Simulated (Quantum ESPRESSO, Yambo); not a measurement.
# A GW chain in Yambo: AlN (F-43m), part 3 of 3

How does a plane-wave GW calculation on AlN (F-43m) run from the first input to the gap?

Quantum ESPRESSO 7.5 and Yambo 5.3.0; PBE and many-body steps on it, plane waves. Known limits of the many-body steps: not at the basis limit.

So far. Step 3 (Bands along the symmetry lines): The gap is 3.325 eV, as in the run before at this level. Step 4 (Empty states on the mesh, 6×6×6 mesh, 137 bands): On this mesh the gap is 3.325 eV.

## 6. Screening and self-energy, 6×6×6 mesh, 137 bands, screening to 217.7 eV

Now the one-shot GW correction: screening in the RPA, then the self-energy of the levels asked for.

This step: G0W0 on PBE, plane waves, norm-conserving pseudopotentials.

gw3.in reads:

```
HF_and_locXC
gw0
dyson
ppa
em1d
rim_cut
RandQpts= 1000000
RandGvec= 1 RL
EXXRLvcs= 72 Ry
VXCRLvcs= 288 Ry
Chimod= "HARTREE"
% BndsRnXp
 1 | 137 |
%
NGsBlkXp= 16 Ry
% LongDrXp
 1 | 1 | 1 |
%
% GbndRnge
 1 | 137 |
%
DysSolver= "n"
ExtendOut
PPAPntXp= 27.21138 eV
% QPkrange
 1 | 1 | 3 | 6 |
 13 | 13 | 3 | 6 |
%
```

Command:

```bash
> OMP_NUM_THREADS=1 mpirun -n 8 yambo -F gw3.in -J gw3 -C gw3 > gw3.log
```

Output:

```text
 Yambo, version 5.3.0

 [02] CORE Variables Setup
 =========================

  [... cell, symmetries and grids as in the set-up ...]

  [02.05] Energies & Occupations
  ==============================

  [X] === General ===
  [X] Electronic Temperature                        :  0.000000  0.000000 [eV K]
  [X] Bosonic    Temperature                        :  0.000000  0.000000 [eV K]
  [X] Finite Temperature mode                       : no
  [X] El. density                                   :  0.38398E+24 [cm-3]
  [X] Fermi Level                                   :  6.956541 [eV]

  [X] === Gaps and Widths ===
  [X] Conduction Band Min                           :  3.324859 [eV]
  [X] Valence Band Max                              :  0.000000 [eV]
  [X] Filled Bands                                  :   4
  [X] Empty Bands                                   :    5  137
  [X] Direct Gap                                    :  4.192097 [eV]
  [X] Direct Gap localized at k                     :  1
  [X] Indirect Gap                                  :  3.324859 [eV]
  [X] Indirect Gap between kpts                     :   1  13
  [X] Last valence band width                       :  2.503466 [eV]
  [X] 1st conduction band width                     :  4.659018 [eV]

 [03] Transferred momenta grid and indexing
 ==========================================

 IBZ Q-points                                      :  16
 BZ  Q-points                                      :  216

 K/Q-points units:
 rlu = crystal or reduced units; cc = cartesian coordinates; iku = interal k-units

 Q [ 1]         [rlu]:  0.000000  0.000000  0.000000
 Q [ 2]         [rlu]:  0.37242E-17  0.37242E-17  0.16667
 Q [ 3]         [rlu]:  0.74483E-17  0.74483E-17  0.33333
 Q [ 4]         [rlu]:  0.10596E-16  0.10596E-16 -0.50000
 Q [ 5]         [rlu]:  0.11424E-17  0.16667      0.16667
 Q [ 6]         [rlu]:  0.37242E-17  0.16667      0.33333
 Q [ 7]         [rlu]:  0.16156E-16  0.16667      0.50000
 Q [ 8]         [rlu]:  0.10596E-16  0.16667     -0.33333
 Q [ 9]         [rlu]: -0.74483E-17  0.16667     -0.16667
 Q [10]         [rlu]:  0.22848E-17  0.33333      0.33333
     [... 4 further rows ...]
 Q [15]         [rlu]:  0.166667  0.333333 -0.333333
 Q [16]         [rlu]:  0.166667 -0.500000 -0.333333

 [04] Coloumb potential Random Integration (RIM)
 ===============================================

  [04.01] RIM initialization
  ==========================

  * Diagonal components only detected *

  8 x (sBL volume)        :  0.065342 [a.u.]
  sBZ random points       :  1000000
  Points outside the sBZ  :   7996195
  RL volume               :  1.764245 [a.u.]
  Integrated volume       :  1.765085 [a.u.]

  [04.02] RIM integrals
  =====================

  Gamma point sphere radius             :  0.073060 [a.u.]
  Points outside the sphere             :   799659
  [Int_sBZ(q=0) 1/q^2]*(Vol_sBZ)^(-1/3) =:  7.764404
                                 should be <:  7.795600

  Summary of Coulomb integrals for non-metallic bands |Q|[au] RIM/Bare

  Q [1] 0.100000E-4 0.995998 * Q [2] 0.219740 1.065683
  Q [5] 0.253734 1.065194 * Q [9] 0.358834 1.026119
  Q [6] 0.420770 1.019967 * Q [3] 0.439480 1.017314
  Q [10] 0.507468 1.014132 * Q [8] 0.553000 1.010838
  Q [14] 0.567366 1.011005 * Q [7] 0.621518 1.009135
  Q [11] 0.659220 1.008371 * Q [4] 0.659220 1.007575
  Q [12] 0.717668 1.006648 * Q [15] 0.750555 1.006102
  Q [13] 0.761202 1.005892 * Q [16] 0.802377 1.005337

 [05] Dipoles
 ============

  [05.01] Setup: observables and procedures
  =========================================

 [06] Dynamic Dielectric Matrix (PPA)
 ====================================

 [SLK-Inversion]  Pools        :  2
 [SLK-Inversion]  BLACS grid   :  2  2

 [WR./gw3//ndb.pp]---------------------------------------------------------------
  Brillouin Zone Q/K grids (IBZ/BZ)                :   16  216   16  216
  RL vectors                                       :  1989 [WF]
  Coulomb cutoff potential                         : none
  Electronic Temperature                           :  0.000000 [K]
  Bosonic    Temperature                           :  0.000000 [K]
  PPA    diel. fun.  energies                      : Perdew, Burke & Ernzerhof(X)+Perdew, Burke & Ernzerhof(C)
  wavefunctions                                    : Perdew, Burke & Ernzerhof(X)+Perdew, Burke & Ernzerhof(C)
  Global Gauge                                     : length
  X matrix size                                    :  181
  X band range                                     :    1  137
  X e/h energy range                               : -1.000000 -1.000000 [eV]
  X Time ordering                                  : R
  X Hxc Kernel                                     : HARTREE
  X Drude frequency                                :  0.000000  0.000000
  X poles                                          :  100.0000 [o/o]
  RL vectors in the sum                            :  1989
  [r,Vnl] included                                 : yes
  Field direction                                  :  0.577350E-5  0.577350E-5  0.577350E-5
  BZ energy Double Grid                            : no
  BZ energy DbGd points                            : 0
  BZ Q point size factor                           : -1.000000
  X Optical Averaged directions                    : none

 [07] Local Exchange-Correlation + Non-Local Fock
 ================================================

 [VXC] Plane waves :  11575
 [EXS] Plane waves :  1471

 QP @ state[ 1 ] K range:  1  1
 QP @ state[ 1 ] b range:   3   6
 QP @ state[ 2 ] K range:  13  13
 QP @ state[ 2 ] b range:   3   6

 [xc] Functional : Perdew, Burke & Ernzerhof(X)+Perdew, Burke & Ernzerhof(C)
 [xc] LIBXC used to calculate xc functional
  PP Number of Atomic Species                      :  2
  NLCC RL compoments                               :  11575
  PP Number of Atomic Species                      :  2
  NLCC RL compoments                               :  11575

 [xc] E_xc :  -3.456492 [Ha]
      E_xc :  -6.912984 [Ry]

  Local XC kind (lXC) : Perdew, Burke & Ernzerhof(X)+Perdew, Burke & Ernzerhof(C)
  Non-Local XC kind (nlXC) : Hartree-Fock

  Corrections @ K [1] :  [eV]
 <3|nlXC|3> = -20.91664 -0.42373E-17 <3|lXC|3> = -16.95948 -0.37763E-15
 <4|nlXC|4> = -20.91667  0.11681E-17 <4|lXC|4> = -16.95948  0.82608E-16
 <5|nlXC|5> = -8.110821  0.45392E-17 <5|lXC|5> = -12.53146 -0.18882E-15
 <6|nlXC|6> = -4.110383  0.56734E-18 <6|lXC|6> = -9.891617 -0.94416E-16

  Corrections @ K [13] :  [eV]
 <3|nlXC|3> = -20.07499 -0.14891E-16 <3|lXC|3> = -15.43180  0.28323E-15
 <4|nlXC|4> = -20.07499  0.21775E-17 <4|lXC|4> = -15.43180  0.94404E-16
 <5|nlXC|5> = -5.063808  0.24078E-18 <5|lXC|5> = -9.205519 -0.70807E-16
 <6|nlXC|6> = -4.411374  0.79479E-18 <6|lXC|6> = -9.460530  0.94404E-16

 [08] Dyson equation: Newton solver
 ==================================

  [08.01] G0W0 (W PPA)
  ====================

  [  GW  ] Bands range     :    1  137
  [GW/PPA] G damping       :  0.100000 [eV]

  QP @ state[ 1 ] K range:  1  1
  QP @ state[ 1 ] b range:   3   6
  QP @ state[ 2 ] K range:  13  13
  QP @ state[ 2 ] b range:   3   6

   Sc/G bands                                       :    1  137
   Sc/G damping                                     :  0.100000 ev
   Sc bands terminator                              : no
   Sx RL components                                 :  1471

   QP @ state[ 1 ] K range                          :  1  1
   QP @ state[ 1 ] b range                          :   3   6
   QP @ state[ 2 ] K range                          :  13  13
   QP @ state[ 2 ] b range                          :   3   6
   GF energies kind                                 : Perdew, Burke & Ernzerhof(X)+Perdew, Burke & Ernzerhof(C)
   GF WF`s kind                                     : Perdew, Burke & Ernzerhof(X)+Perdew, Burke & Ernzerhof(C)
   Xs energies kind                                 : Perdew, Burke & Ernzerhof(X)+Perdew, Burke & Ernzerhof(C)
   Xs WF`s kind                                     : Perdew, Burke & Ernzerhof(X)+Perdew, Burke & Ernzerhof(C)

 [11] Game Over & Game summary
```

It took 93 s on 8 MPI ranks of Arm Neoverse V1, shared host; peak memory 2.8 GiB; 12 min of CPU time.

Numbers from this step:

- G0W0 gap on the points computed: 4.576 eV
- starting gap on the mesh: 3.325 eV
- k of the valence top: 0, 0, 0
- k of the conduction bottom: 0, -0.5, -0.5
- least direct G0W0 gap on the computed points: 5.616 eV
- Z at the valence top: 0.7898
- Z at the conduction bottom: 0.8389

The gap on the mesh goes from 3.32 eV to 4.58 eV, a correction of +1.25 eV.

Limits: finite bands, cutoff and mesh. v1 is the top filled band, c1 the lowest empty one. The levels before and after the correction (eV, zero at the valence-band top of each column):

```csv
,conduction bottom,valence top
Kohn-Sham,3.32,0.00
G0W0,4.58,0.00
```

```csv
,level,energy (eV)
Kohn-Sham,Γ v2-v1,0.000
Kohn-Sham,Γ c1,4.192
Kohn-Sham,Γ c2,12.589
Kohn-Sham,(0 -0.5 -0.5) v2-v1,-1.775
Kohn-Sham,(0 -0.5 -0.5) c1,3.325
Kohn-Sham,(0 -0.5 -0.5) c2,8.652
G0W0,Γ v2-v1,0.000
G0W0,Γ c1,5.616
G0W0,Γ c2,14.102
G0W0,(0 -0.5 -0.5) v2-v1,-2.059
G0W0,(0 -0.5 -0.5) c1,4.576
G0W0,(0 -0.5 -0.5) c2,10.145
```

## 7. Where the time went

Times are wall times on the hardware named with each run, good to a factor of about two.

```csv
step,time,share,memory (GiB)
ground state,1.8 s,2 %,0.05
bands along the symmetry lines,1.3 s,1 %,0.05
empty states on the mesh,4.6 s,4 %,0.42
conversion and set-up,2.3 s,2 %,0.23
screening and self-energy,93 s,90 %,2.8
```

## 8. Outcome

```json
{
  "PBE gap": "3.32 eV, indirect",
  "G0W0 gap on the mesh": "4.58 eV",
  "GW settings": "6×6×6 mesh, 137 bands, screening to 217.7 eV, Godby-Needs plasmon pole",
  "known limits": "not at the basis limit"
}
```

G0W0 moves the gap on the mesh from 3.32 eV to 4.58 eV (+1.25 eV), with Z of 0.79 and 0.84 at the edges. Only 2 of the mesh's irreducible points were corrected, so a valley elsewhere could overtake. The dearest step here is «screening and self-energy». Bands and cutoff are finite, so the gap is not at the basis limit. The miss can reach some tenths of an eV and take either sign; the mesh is an error of its own. In the G0W0 run levels were corrected at 2 k points alone, so a gap called «on the mesh» is the least over those, and an edge elsewhere would be missed.

[Paths, hosts, dates, memory and timing lines, banners, echoed tables and standing remarks are left out of the program output.]

[Logs are printed without paths, hosts, clocks, repeated set-up lines and the standing remarks that a program may print on its own settings, such as how far it seeks lower states.]

[Runs of the session that timed out or met a known fault of the program may be left out.]

[Hosts, paths, dates, database ids (printed as entryN), source tags and the programs' standing remarks are cut or masked in the printed files.]
